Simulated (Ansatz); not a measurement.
Runs of Ansatz 0.2.0 on HfB2. Symmetry: P6/mmm, No. 191, hexagonal system. Conventional cell: a = 3.140 Å, b = 3.140 Å, c = 3.480 Å, α = 90.00°, β = 90.00°, γ = 120.00°. Around Hf (site symmetry 6/mmm) lie 12 B at 2.51 Å. Around B (site symmetry -6m2) lie 3 B at 1.81 Å. 

```csv
task,level,cell,k mesh,share of exact exchange,mesh quality,gap on the mesh (eV),pressure (GPa),relaxed volume (Å³/atom)
relaxation of cell and atoms,PBE+D4,relaxed,10 × 10 × 8,-,not flagged,none,0.0,9.73
single point,PBE0 form with a typed share of exact exchange,as given,6 × 6 × 5,0,coarse,none,(b),-
single point,PBE0,as given,6 × 6 × 5,0.25,coarse,none,-0.9,-
relaxation of cell and atoms,PBE,relaxed,10 × 10 × 8,-,not flagged,none,0.0,(a)
relaxation of cell and atoms,PBE+D3(BJ),relaxed,10 × 10 × 8,-,not flagged,none,0.0,9.73
single point,PBE0 form with a typed share of exact exchange,as given,6 × 6 × 5,0.35,coarse,none,-1.9,-
relaxation of cell and atoms,PBE+D3(BJ)-ATM,relaxed,10 × 10 × 8,-,not flagged,none,0.0,9.77
single point,PBE0 form with a typed share of exact exchange,as given,6 × 6 × 5,0.5,coarse,none,-3.2,-
```

Alike in all rows: potentials or basis Ansatz PAW; no spin polarisation; cutoff (eV) 420; smearing fermi-dirac 0.05 eV.

Estimate the missing entries.

(a) 9.96; (b) 1.6.

Caveats: some runs use coarse meshes; the plane-wave basis is chosen anew once the cell has moved, so the energies of steps on either side of that aren't comparable (some runs); pairwise dispersion overbinds metals, which lowers pressure and volume (some runs); the PAW data sets come from PBE, with cores solved anew for the run's functional, which leaves a small shift of forces and pressure (some runs); the thresholds are loose for stress (some runs); the PAW data sets were made with another functional, which shifts forces and pressure a little (some runs).

A k mesh can miss the band edges, and the runs leave out spin-orbit coupling on Hf.

A gap of «none» marks a metal or a gap under the smearing width.
